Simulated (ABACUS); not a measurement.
The system is Rh.

```
CELL_PARAMETERS angstrom
0.00000 1.89785 1.89785
1.89785 0.00000 1.89785
1.89785 1.89785 0.00000
ATOMIC_POSITIONS crystal
Rh 0.00000 0.00000 0.00000
```

```yaml
Program: ABACUS 3.10.1
Task: relaxation of cell and atoms
Functional: PW91
Potentials_or_basis: PseudoDojo NC SR 0.4.1 PBE standard
Cutoff: 1211 eV
Density_cutoff: 4844 eV
Basis: plane waves
k_mesh: 10 × 10 × 10
Occupations: fermi-dirac, width 0.05 eV
Spin: no spin polarisation
```

At the start: pressure 8.4 GPa; volume 13.67 Å³/atom.

Q: Where does the relaxation end?

A: Over 6 steps the energy falls by 10.6 meV/atom and the volume is 14.09 Å³/atom (+3.0 %); space group Fm-3m (No. 225, to 0.05 Å).

The path:
```
step  energy change (eV)  largest force (eV/Å)  pressure (GPa)  volume (Å³)
   1              0.0000                0.0000            8.42        13.67
   2              0.0510                0.0000          -16.45        15.20
   3             -0.0105                0.0000           -0.27        14.10
   4             -0.0105                0.0000           -0.28        14.10
   5             -0.0105                0.0000            0.61        14.05
   6             -0.0106                0.0000            0.00        14.09
```

Final structure:
```
Rh
1.0
     0.00000    1.91682    1.91682
     1.91682    0.00000    1.91682
     1.91682    1.91682    0.00000
Rh
1
Cartesian
  0.0000 0.0000 0.0000
```

Caveat: the potentials were made for another functional, which shifts forces and pressure.
